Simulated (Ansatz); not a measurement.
**Structures of TePb: which is lowest?**

Plane-wave DFT in Ansatz with scalar-relativistic PAW potentials, cutoff 420 eV, Γ-centred meshes chosen by cell and gap, Gaussian smearing with energies taken to zero width. Every cell was relaxed (cell and atoms) in a run of its own, within the symmetry of its start. Functional: LDA.

Relaxed structures (starts from databases or built by putting these elements on another compound's sites):
A. Pm-3m, 2 atoms in the computed cell, a = 3.871 Å; sites (symmetry × multiplicity) Te m-3m × 1, Pb m-3m × 1; start: database
B. Fm-3m, 2 atoms in the computed cell, a = 6.379 Å; sites (symmetry × multiplicity) Te m-3m × 4, Pb m-3m × 4; start: database

Task: Rank them by energy. Could pressure change the order?

Result:
| structure | group | E − E(lowest) (meV/atom) | V (Å³/atom) | gap on mesh (eV) |
| --- | --- | --- | --- | --- |
| B | Fm-3m | 0.0 | 32.44 | 0.57 |
| A | Pm-3m | 194 | 29.01 | 0.00 |

B is lowest, 194 meV/atom under A. A is denser by 3.43 Å³/atom, so pressure favours it: ΔE/ΔV, with ΔE in eV and 1 eV/Å³ = 160.2 GPa, gives about 9 GPa for equal enthalpy if both cells were rigid, a rough figure since the two compress differently. Other structures may lie lower than all of these, and vibrations aren't counted.

Spin-orbit coupling is left out, which matters for the bands of heavy elements. For Tl, Pb and Bi spin-orbit coupling shifts energies too.